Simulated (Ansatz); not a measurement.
Input of an Ansatz 0.2.0 run:

The input input.yaml:

```yaml
crystal:
  lattice:
    - [2.78306079, 0.0, 0.0]
    - [-1.39153039, 2.41020134, 0.0]
    - [0.0, 0.0, 2.71612944]
  atoms:
    - { symbol: Ni, position: [0.012092, 0.004689, -0.019475], spin: 1.0 }
    - { symbol: O, position: [0.644866, 0.32773, 0.507757] }
hamiltonian:
  xc: pbe
  pseudopotentials: { kind: paw }
magnetization:
  spin_polarized: true
kpoints:
  mp_grid: { grid: [11, 11, 10] }
scf:
  occupations: { method: fermi_dirac, width: 0.05 }
output:
  forces: true
  stress: true
  eigenvalues: true
```

Potentials or basis: Ansatz PAW.

Command:

```console
$ ansatz run input.yaml --threads 2 --pin off --max-ram 5632MiB --backend cpu --events-out ev --progress --plain --runs-dir out
```

Task: Estimate the band gap on the k mesh.

Result: None (metal or under the smearing width).

Task: What does it give for the largest force?

Result: 0.244 eV/Å.

Task: Predict the pressure.

Result: 6.0 GPa.

Task: Predict the net moment.

Result: 1.79 μB per cell.

Stress tensor (GPa, compression positive):
```
 7.52  1.14 -1.89
 1.14  6.49 -0.74
-1.89 -0.74  3.88
```

Caveat: the pressure holds a Pulay correction of +0.7 GPa for the finite cutoff; a cell with one magnetic atom can't hold antiferromagnetic order, which such compounds often take; semilocal functionals often make such compounds metallic where correlation or magnetic order opens a gap, which also shifts bond lengths.
